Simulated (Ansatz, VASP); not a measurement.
**Ni in VASP and in Ansatz**

```xyz
2
Lattice="0.0000 2.5485 2.5485 2.5485 0.0000 2.5485 2.5485 2.5485 0.0000" Properties=species:S:1:pos:R:3 pbc="T T T"
Ni    0.6371    0.6371    0.6371
Ni    4.4599    4.4599    4.4599
```

Alike in both runs: task single point; functional PBE; k mesh 12 × 12 × 12; occupations fermi-dirac, width 0.1 eV; no spin polarisation.

|  | VASP | Ansatz |
| --- | --- | --- |
| version | VASP 6.6.1 | Ansatz 0.2.0 |
| potentials or method | VASP PAW PBE potentials, release 64 (Ni) | plane waves (420 eV) with PAW, scalar-relativistic |
| plane-wave cutoff (eV) | 520 | 420 |
| valence electrons in the cell | 20 | 36 |

|  | VASP | Ansatz | Ansatz less VASP |
| --- | --- | --- | --- |
| pressure (GPa) | 0.0 | 0.0 | -0.01 |

The two sets of potentials don't hold the same shells in valence.

Caveats: the run has no spin polarisation, though such a crystal can be magnetic. Spin polarisation is off, so any magnetic state and its effect on volume and gap are missing.
